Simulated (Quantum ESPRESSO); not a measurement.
## Cr: phonons with PBE

Cr:

```
CELL_PARAMETERS angstrom
-1.48445 1.48445 1.48445
1.48445 -1.48445 1.48445
1.48445 1.48445 -1.48445
ATOMIC_POSITIONS crystal
Cr 0.00000 0.00000 0.00000
```

| Item | Value |
| --- | --- |
| Program | Quantum ESPRESSO 7.5 |
| Task | phonons |
| Functional | PBE |
| Potentials or basis | SG15 PBE 1.2 |
| Cutoff | 952 eV |
| Density cutoff | 3810 eV |
| k mesh | 10 × 10 × 10 |
| Occupations | cold, width 0.2 eV |
| Spin | collinear spin, ferromagnetic start |
| Starting moments | [3.0] μB |
| Mixing beta | 0.3 |
| Most SCF iterations | 120 |
| SCF threshold | 2e-10 Ry |

```json
{
 "Pressure after relaxing": "-23.7 GPa",
 "Band gap on the k mesh": "none (metal or under the smearing width)",
 "Net moment": "0.00 μB per cell",
 "Absolute moment": "0.00 μB per cell",
 "Valence electrons inside the program's atomic spheres": "Cr 12.29",
 "Highest phonon frequency at the q point run": "414 cm⁻¹"
}
```

Levels at points of the mesh, in eV from the Fermi level:
Spin up:
| k point | band 4 | band 5 | band 6 | band 7 | band 8 | band 9 | band 10 | band 11 |
| --- | --- | --- | --- | --- | --- | --- | --- | --- |
| (0.00, 0.00, 0.00) | -42.95 | -7.49 | -0.81 | -0.81 | -0.81 | 0.94 | 0.94 | 21.65 |
| (0.00, 0.00, -0.50) | -42.95 | -3.93 | -2.12 | 0.77 | 0.92 | 1.21 | 2.36 | 8.47 |
| (-0.50, -0.50, -0.50) | -43.38 | -3.68 | -3.68 | 2.03 | 2.03 | 2.03 | 9.50 | 9.50 |
Spin down:
```
              k point  band 3  band 4  band 5  band 6  band 7  band 8  band 9  band 10  band 11  band 12
   (0.00, 0.00, 0.00)  -42.95  -42.95   -7.49   -0.81   -0.81   -0.81    0.94     0.94    21.65    21.65
  (0.00, 0.00, -0.50)  -43.15  -42.95   -3.92   -2.12    0.77    0.92    1.21     2.36     8.47    16.29
(-0.50, -0.50, -0.50)  -43.38  -43.38   -3.68   -3.68    2.03    2.03    2.03     9.50     9.50     9.50
```

Phonon frequencies in cm⁻¹ (negative: imaginary):
| q point | frequencies |
| --- | --- |
| (0.250, 0.250, 0.250) | 414 414 414 |

Phonon modes at q = (0.250, 0.250, 0.250) in reciprocal lattice units:
| mode | symmetry | cm⁻¹ |
| --- | --- | --- |
| 1 | T_2 | 414 |
| 2 | T_2 | 414 |
| 3 | T_2 | 414 |

Wall time 41 s on 4 MPI ranks on Arm Neoverse V2, with other jobs on the host, peak memory 0.36 GiB a rank.

Caveat: the mesh is thin for the phonons of a metal; the cell is more than 3 GPa from zero pressure, which shifts response properties; the starting moments collapsed, and a magnetic state may lie lower; the q point doesn't lie on the k mesh, which can shift a metal's frequencies strongly unless the mesh is converged.
